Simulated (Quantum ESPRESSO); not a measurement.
# Hf: zone-centre phonons under several settings

```
Hf
1.0
     3.19670    0.00000    0.00000
    -1.59835    2.76842    0.00000
     0.00000    0.00000    5.05780
Hf
2
Direct
  0.66667 0.33333 0.75000
  0.33333 0.66667 0.25000
```

All runs used Quantum ESPRESSO 7.5; potentials GBRV 1.5 PBEsol; k mesh 8 × 8 × 4; no spin polarisation; cutoff 612 eV; occupations cold, width 0.2 eV.

```tsv
level	geometry	volume (Å³/atom)	pressure (GPa)	lowest optical mode without the field (cm⁻¹)	highest optical mode without the field (cm⁻¹)
PBEsol	relaxed at -3 GPa	22.16	-3.0	78	110
PBEsol	relaxed at 0 GPa	21.59	-0.1	77	127
PBEsol	relaxed at 3 GPa	21.08	2.9	75	139
PBEsol	relaxed at 8 GPa	20.34	7.8	73	151
PBEsol	relaxed at 15 GPa	?	14.8	?	?
```

Problem. What stands in the row left open?

Solution. Volume 19.46 Å³/atom; lowest optical mode without the field 68 cm⁻¹; highest optical mode without the field 160 cm⁻¹.

Caveats: the mesh is thin for the phonons of a metal; the cell is more than 3 GPa from zero pressure, which shifts response properties (some runs).

For the row left open. Caveat: the mesh is thin for the phonons of a metal; the cell is more than 3 GPa from zero pressure, which shifts response properties.
